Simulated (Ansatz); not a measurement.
# TaN: the cost of one run

Computed with Ansatz 0.2.0 (DFT PBE, scalar-relativistic, plane waves, PAW, unless a step's input says otherwise).

## Step 1: Starting point

Symmetry: P4/mmm, No. 123, tetragonal system. The conventional cell has a = 2.962 Å, b = 2.962 Å, c = 3.092 Å, α = 90.00°, β = 90.00°, γ = 90.00°. Around Ta (site symmetry 4/mmm) lie 4 N at 2.09 Å. Around N (site symmetry 4/mmm) lie 4 Ta at 2.09 Å.

As a file:

```
Ta N
1.0
     2.96244    0.00000    0.00000
     0.00000    2.96244    0.00000
     0.00000    0.00000    3.09187
Ta N
1 1
Direct
  0.00000 0.00000 0.50000
  0.50000 0.50000 0.50000
```

It is the end of an earlier relaxation with the same method, from a generated guess; it needn't be the stable form of this composition. At a tolerance of 0.05 Å it has space group P4/mmm (No. 123); it has 13.57 Å³/atom, an uncorrected energy of -0.65 eV/atom over the elements.

## Step 2: Electronic structure at the relaxed geometry

Input file input.yaml:

```yaml
crystal:
  lattice:
    - [2.9624363924, 0.0, 0.0]
    - [0.0, 2.9624363924, 0.0]
    - [0.0, 0.0, 3.091867224]
  atoms:
    - { symbol: Ta, position: [0.0, 0.0, 0.5] }
    - { symbol: "N", position: [0.5, 0.5, 0.5] }
basis:
  ecutwfc: 420
kpoints:
  mp_grid: { grid: [18, 18, 18] }
  band_path:
    path:
      - [[0.0, 0.0, 0.0], [0.0, 0.5, 0.0], [0.5, 0.5, 0.0], [0.0, 0.0, 0.0], [0.0, 0.0, 0.5], [0.0, 0.5, 0.5], [0.5, 0.5, 0.5], [0.0, 0.0, 0.5]]
      - [[0.0, 0.5, 0.0], [0.0, 0.5, 0.5]]
      - [[0.5, 0.5, 0.0], [0.5, 0.5, 0.5]]
    npoints: 14
hamiltonian:
  xc: pbe
scf:
  occupations: { method: gaussian, width: 0.1 }
  n_extra_bands: 6
output:
  forces: true
  stress: true
  eigenvalues: true
  populations: true
  dos: { projected: true, de: 0.02, nscf_kmesh: { grid: [22, 22, 22] } }
  bader: true
  write_density: true
  write_potential: true
  elf: true
  volumetric_format: npy
```

On the command line:

```bash
$ ansatz run input.yaml --threads 1 --pin off --max-ram 2560MiB --backend cpu --events-out ev --progress --plain --runs-dir out
```

**Question.** How long does this run take on 1 thread of Arm Neoverse V1, shared host, and how much memory does it need?

About 49 s, with a peak of 0.5 GiB.
